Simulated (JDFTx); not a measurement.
Here is a JDFTx 1.7.0 (patched build) calculation.

Contents of Ir.in:

```
lattice \
    0.0000000000     1.9156000000     1.9156000000 \
    1.9156000000     0.0000000000     1.9156000000 \
    1.9156000000     1.9156000000     0.0000000000
latt-scale 1.889726124626 1.889726124626 1.889726124626
coords-type Lattice
ion Ir     0.0000000000     0.0000000000     0.0000000000 1

ion-species pseudo/Ir.upf
elec-cutoff 40
elec-ex-corr gga-PBE
kpoint-folding 12 12 12
elec-smearing Fermi 0.0018374661
elec-n-bands 14
electronic-SCF nIterations 100 energyDiffThreshold 1e-09
electronic-minimize nIterations 30 energyDiffThreshold 1e-7
forces-output-coords Cartesian
lattice-minimize nIterations 40 energyDiffThreshold 1e-6

dump-name run.$VAR
dump End Ecomponents EigStats BandEigs Kpoints Forces Stress
```

Potentials or basis: SPMS-PBE-1.0 with smoothed tails.

Launch:

```bash
$ jdftx -c 1 -i Ir.in -o Ir.out
```

Q: Predict the space group after relaxing (to 0.05 Å).

A: Fm-3m (No. 225).

Q: Estimate the relaxed volume.

A: 14.46 Å³/atom.

Q: What does it give for the relaxed cell?

A: a = 2.735 Å, b = 2.735 Å, c = 2.735 Å, α = 60.00°, β = 60.00°, γ = 60.00°.

Final structure:
```
Ir
1.0
     0.00000    1.93362    1.93362
     1.93362    0.00000    1.93362
     1.93362    1.93362    0.00000
Ir
1
Direct
  0.00000 0.00000 0.00000
```

The run has no spin-orbit coupling, so splittings on Ir are missing. PBE usually gives volumes a little too large and moduli too small.
